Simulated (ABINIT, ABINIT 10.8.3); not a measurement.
# Lattice constants of hexagonal HfBe₂ from PBEsol and LDA, and the sensitivity of the axial ratio to k-point sampling

## Reference data

HfBe₂ is a metallic, nonmagnetic intermetallic compound that crystallises in the hexagonal AlB₂ type, with flat honeycomb layers of beryllium alternating with layers of hafnium. Two lengths describe the cell completely, since all atoms sit on positions fixed by symmetry. The reference values, a = 3.788 Å and c = 3.168 Å, come from a printed reference work on crystal structure data of metal beryllides (original work of 1969). They are compiled values; the method, the temperature and the composition of the sample are not given with them. The axial ratio is therefore open to the same scrutiny as the lengths themselves, because a small deviation from the ideal composition could affect the two axes differently.

| compared with | measured | source's wording or label | method |
| --- | --- | --- | --- |
| a (Å) | 3.788 | hexagonal a | compiled value, method not stated |
| c (Å) | 3.168 | hexagonal c | compiled value, method not stated |

Conditions are those given with the value in the passage it was taken from; "not stated" means there, and the paper may say more elsewhere. The values are a selection: others may have been left out beforehand as unlike or outlying.

## Method

The aim is to reproduce a and c by relaxing the three-atom primitive cell. The calculation starts from a structure relaxed by earlier theory. Its closeness to the reference is no evidence for the levels used here; only the cells relaxed with them are judged.

Success means a within 1 % and c within 1 %, each taken separately so that an error in one axis can't hide behind the other in the volume. This is the usual accuracy of a good semilocal functional for a metallic compound, and it is small enough to expose a clear over- or underbinding. The calculated cell is static. Thermal expansion and zero-point motion make a real crystal larger, typically by a few tenths of a per cent in length; the light beryllium atoms make the zero-point part worth keeping in mind. A static cell slightly below the reference is thus the physically expected side.

PBEsol is the main level, as it was designed for the equilibrium lattices of dense solids. LDA costs about the same but usually makes such lattices too short, so it serves as a neighbouring level for scale, not as the starting point. Hafnium is heavy enough that the effect of spin-orbit coupling on the cell deserves a direct check.

System: HfBe2 (hafnium diberyllide), hexagonal AlB2 type; P6/mmm (No. 191), 3 atoms in the primitive cell; the database structure is a structure relaxed by earlier theory (a GGA or r2SCAN, not named), not a measurement: a = 3.780 Å, c = 3.170 Å; structure from the Materials Project.

On the selection of runs and values: Further runs on this system are not shown.

## 1. PBEsol relaxation of the full cell

The scalar-relativistic PBEsol relaxation comes first, with cell and atoms free, a cutoff of 20 Ha and a 9×9×8 k mesh. Both axes are expected to come out slightly short of the reference.

**Run 1.** ABINIT 10.8.3: PBEsol, JTH PAW datasets, cell and atoms relaxed from the database structure, cutoff 20 Ha, 9x9x8 k mesh, Gaussian smearing 0.1 eV; PBE datasets.

Key lines of the input:
```
# potential files: JTH PAW datasets, made for PBE
ecut 20
pawecutdg 40
ecutsm 0.5
dilatmx 1.06
optcell 2
ionmov 2
ntime 50
tolmxf 5.0d-5
ixc -116133
ngkpt 9 9 8
shiftk 0.0 0.0 0.0
occopt 7
tsmear 0.1 eV
nband 17
nstep 80
tolvrs 1.0d-10
pseudos "Hf.xml, Be.xml"
ntypat 2
znucl 72 4
natom 3
typat 1 2 2
# ... acell, rprim, xred
```

Command:
```
OMP_NUM_THREADS=1 mpirun -n 4 abinit run.abi > run.log
```

Selected lines of the output:
```
 At Broyd/MD step   5, gradients are converged :
-Cartesian components of stress tensor (GPa)         [Pressure=  5.6126E-04 GPa]
            acell      7.1194588490E+00  7.1194588490E+00  5.9270172951E+00 Bohr
            rprim      1.0000000000E+00  7.9375550804E-12  0.0000000000E+00
                      -5.0000000001E-01  8.6602540378E-01  0.0000000000E+00
                       0.0000000000E+00  0.0000000000E+00  1.0000000000E+00
```

Converged; 35 s on 4 cores of Arm Neoverse V2, shared host.

| quantity | run 1 | measured | deviation |
| --- | --- | --- | --- |
| a (Å) | 3.767 | 3.788 | −0.021 (−0.5 %) |
| c (Å) | 3.136 | 3.168 | −0.032 (−1.0 %) |
| conventional cell volume (Å³) | 38.55 |  |  |
| final pressure (GPa) | 0.00056 |  |  |

The relaxation converged with practically no remaining pressure. Both axes are shorter than the reference, as anticipated for a static cell, but not equally so: a falls short by 0.5 % and meets its target, while c falls short by 1.0 % and lies right on the limit. An equally good measurement could put c on either side, so that axis remains undecided.

The unequal shortening also lowers the axial ratio, from 0.8363 in the reference to 0.8325. In a metal this ratio can respond to how the Fermi surface is sampled, and a 9×9×8 mesh may not be dense enough to fix it. The deviation of c can't yet be assigned to the functional.

## 2. Mesh sensitivity and the LDA cell

Two LDA relaxations, on 9×9×8 and 6×6×6 meshes with the same cutoff, show how strongly each axis responds to the sampling. The denser of the two also supplies the neighbouring level for scale. The comparison is a test of sensitivity within LDA; it can't certify the PBEsol mesh, for which a denser one would be needed. LDA is expected to shorten both axes further.

**Run 2.** ABINIT 10.8.3: LDA, JTH PAW datasets, cell and atoms relaxed from the database structure, cutoff 20 Ha, 9x9x8 k mesh, Gaussian smearing 0.1 eV.

Key lines of the input, as changed from run 1:
```diff
- # potential files: JTH PAW datasets, made for PBE
+ # potential files: JTH PAW datasets, made for LDA
- ixc -116133
```

Selected lines of the output:
```
 At Broyd/MD step   8, gradients are converged :
-Cartesian components of stress tensor (GPa)         [Pressure= -3.0560E-03 GPa]
            acell      7.0490764944E+00  7.0490764944E+00  5.8696235654E+00 Bohr
            rprim      1.0000000000E+00  7.9375550804E-12  0.0000000000E+00
                      -5.0000000001E-01  8.6602540378E-01  0.0000000000E+00
                       0.0000000000E+00  0.0000000000E+00  1.0000000000E+00
```

Converged; wall time 51 s.

**Run 3.** ABINIT 10.8.3: LDA, JTH PAW datasets, cell and atoms relaxed from the database structure, cutoff 20 Ha, 6x6x6 k mesh, Gaussian smearing 0.1 eV.

Key lines of the input, as changed from run 2:
```diff
- ngkpt 9 9 8
+ ngkpt 6 6 6
```

Selected lines of the output:
```
            acell      7.0596704952E+00  7.0596704952E+00  5.8492997791E+00 Bohr
```

Converged; wall time 28 s.

| quantity | run 2 | run 3 | measured |
| --- | --- | --- | --- |
| a (Å) | 3.730 | 3.736 | 3.788 |
| c (Å) | 3.106 | 3.095 | 3.168 |
| conventional cell volume (Å³) | 37.43 | 37.41 |  |
| final pressure (GPa) | −0.00306 | −0.00184 |  |

The coarser mesh lengthens a by 0.006 Å and shortens c by 0.011 Å, while the volume changes by only 0.02 Å³. Sampling thus acts mainly on the axial ratio. The shift in c, roughly a third of a per cent, is large compared with the distance of the PBEsol value from its limit. These runs don't show how much would still change beyond 9×9×8, so the doubt about the PBEsol axial ratio stands.

On the denser mesh LDA falls short of the reference by 1.5 % in a and 2.0 % in c. Both axes miss their targets, by more than the change between the two meshes. Relative to PBEsol, LDA shortens both axes by about 1 %, the overbinding anticipated in the plan.

## 3. Spin-orbit coupling in the PBEsol cell

The PBEsol relaxation is repeated with spin-orbit coupling, at the same cutoff and mesh, to check the main level against the relativistic treatment of hafnium. The coupling acts on partly filled, broad 5d bands, so only a small change is expected, below the mesh effect seen in LDA. With c so close to its limit, even a small change matters for the verdict.

**Run 4.** ABINIT 10.8.3: PBEsol with spin-orbit coupling, JTH PAW datasets, cell and atoms relaxed from the database structure, cutoff 20 Ha, 9x9x8 k mesh, Gaussian smearing 0.1 eV; kptopt 4; PBE datasets.

Key lines of the input, as changed from run 1:
```diff
- nband 17
+ nband 34
+ nspinor 2
+ pawspnorb 1
+ kptopt 4
```

Converged; wall time 2.6 min.

| quantity | run 4 | measured | deviation |
| --- | --- | --- | --- |
| a (Å) | 3.765 | 3.788 | −0.023 (−0.6 %) |
| c (Å) | 3.137 | 3.168 | −0.031 (−1.0 %) |
| conventional cell volume (Å³) | 38.52 |  |  |
| final pressure (GPa) | −0.00319 |  |  |

With spin-orbit coupling a shortens by 0.002 Å and c lengthens by 0.001 Å. The input also doubles the number of bands, as two-component states require, and no longer uses time reversal to reduce the k mesh; neither change should move the cell noticeably by itself. Both shifts are well below the change in c between the two LDA meshes. The relativistic treatment therefore doesn't explain the short c axis, which stays at the limit of its target.

## 4. Cutoff sensitivity within LDA

With c at its limit, the response to the plane-wave cutoff is also of interest. An LDA relaxation at 14 Ha on the 9×9×8 mesh, set against the one at 20 Ha, shows whether the basis acts on the axes as strongly as the mesh does. As a step towards a looser setting, and in LDA, it measures sensitivity only and can't settle the PBEsol value of c. A change smaller than that from the mesh is expected.

**Run 5.** ABINIT 10.8.3: LDA, JTH PAW datasets, cell and atoms relaxed from the database structure, cutoff 14 Ha, 9x9x8 k mesh, Gaussian smearing 0.1 eV.

Key lines of the input, as changed from run 2:
```diff
- ecut 20
- pawecutdg 40
+ ecut 14
+ pawecutdg 28
```

Selected lines of the output:
```
 At Broyd/MD step   8, gradients are converged :
-Cartesian components of stress tensor (GPa)         [Pressure= -3.2798E-03 GPa]
            acell      7.0435732598E+00  7.0435732598E+00  5.8752200743E+00 Bohr
            rprim      1.0000000000E+00  7.9375550804E-12  0.0000000000E+00
                      -5.0000000001E-01  8.6602540378E-01  0.0000000000E+00
                       0.0000000000E+00  0.0000000000E+00  1.0000000000E+00
```

Converged; wall time 44 s.

| quantity | run 5 | measured | deviation |
| --- | --- | --- | --- |
| a (Å) | 3.727 | 3.788 | −0.061 (−1.6 %) |
| c (Å) | 3.109 | 3.168 | −0.059 (−1.9 %) |
| conventional cell volume (Å³) | 37.41 |  |  |
| final pressure (GPa) | −0.00328 |  |  |

Lowering the cutoff from 20 to 14 Ha shortens a by 0.003 Å and lengthens c by 0.003 Å, with the volume lower by 0.02 Å³. In c this is well below the 0.011 Å found between the two meshes, so within LDA the cell responds more strongly to the sampling than to the cutoff over the ranges compared. The LDA misses are far larger than either change.

For PBEsol the test is less comforting. Its c axis lies so close to the 1 % limit that even a shift of 0.003 Å could decide the call, and a comparison with a looser cutoff in LDA doesn't show what remains beyond 20 Ha in PBEsol.

## Comparison with experiment

| run | settings | a (Å) | deviation | c (Å) | deviation | cost |
| --- | --- | --- | --- | --- | --- | --- |
| 1 | PBEsol, cutoff 20 Ha, 9x9x8 k mesh, PBE datasets | 3.767 | −0.021 (−0.5 %) | 3.136 | −0.032 (−1.0 %) | 2.4 core-min |
| 2 | LDA, cutoff 20 Ha, 9x9x8 k mesh | 3.730 | −0.058 (−1.5 %) | 3.106 | −0.062 (−2.0 %) | 3.4 core-min |
| 3 | LDA, cutoff 20 Ha, 6x6x6 k mesh | 3.736 | −0.052 (−1.4 %) | 3.095 | −0.073 (−2.3 %) | 1.9 core-min |
| 4 | PBEsol with spin-orbit coupling, cutoff 20 Ha, 9x9x8 k mesh, kptopt 4, PBE datasets | 3.765 | −0.023 (−0.6 %) | 3.137 | −0.031 (−1.0 %) | 11 core-min |
| 5 | LDA, cutoff 14 Ha, 9x9x8 k mesh | 3.727 | −0.061 (−1.6 %) | 3.109 | −0.059 (−1.9 %) | 2.9 core-min |
|  | measured | 3.788 |  | 3.168 |  |  |

## Discussion

PBEsol meets the target for a, 0.5 % below the reference, but leaves c undecided: its shortfall of 1.0 % lies on the limit, where an equally good measurement could turn the call. This relaxation cost 2.4 core-minutes. LDA on the same mesh misses both targets, with a 1.5 % and c 2.0 % too short.

The mesh comparison mattered most. Within LDA, the coarser mesh shortened c by 0.011 Å and lengthened a by 0.006 Å at almost constant volume. A shift of that size would not endanger the PBEsol result for a, but it could carry c to either side of its limit. On a mesh not shown to fix the axial ratio, the side of the limit on which c falls is not settled. The run with spin-orbit coupling changed neither axis by more than 0.002 Å and left both calls as they were. The looser cutoff in LDA contributed little to the verdict.

Thermal and zero-point expansion, absent from the static cells, would lengthen both axes and reduce the PBEsol deviations, plausibly by a few tenths of a per cent. That has the right sign to explain part of the shortfall, but its size for each axis is not shown in this report. The use of PBE datasets with PBEsol adds an error of unknown sign. On the experimental side, the temperature and composition of the sample are not given with the values, so a contribution from either can't be assessed. A PBEsol relaxation on a denser mesh is the natural next step for c.

[Logs are printed without paths, hosts, clocks, repeated set-up lines and the standing remarks that a program may print on its own settings, such as how far it seeks lower states.]

[The runs shown are a pick from a larger set of finished runs; failed, doubtful and other runs were left out of it ahead of writing. So were measured values far from every level or from commonly accepted values, and agreement can look better than it is. Lines of input and output are excerpts and may be shortened.]
